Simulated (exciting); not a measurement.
The system is CaO.

```xyz
2
Lattice="0.0000 2.4036 2.4036 2.4036 0.0000 2.4036 2.4036 2.4036 0.0000" Properties=species:S:1:pos:R:3 pbc="T T T"
Ca    0.0000    0.0000    0.0000
O     2.4036    2.4036    2.4036
```

The cell is a database's computed one.

Base run:

```yaml
Program: exciting (release sodium)
Functional: PBEsol
Potentials_or_basis: all-electron LAPW+lo, shipped species files, valence relativity iora*
rgkmax: 7.5
k_mesh: 10 × 10 × 10
Occupations: fermi-dirac, width 0.05 eV
Spin: no spin polarisation
```

Its results: band gap on the k mesh 3.56 eV, indirect (least direct gap 3.94 eV).

Problem. The run is repeated on the same cell with these changes: functional from PBEsol to LDA. What comes out?

Solution. Band gap on the k mesh 3.48 eV, indirect (least direct gap 3.86 eV).
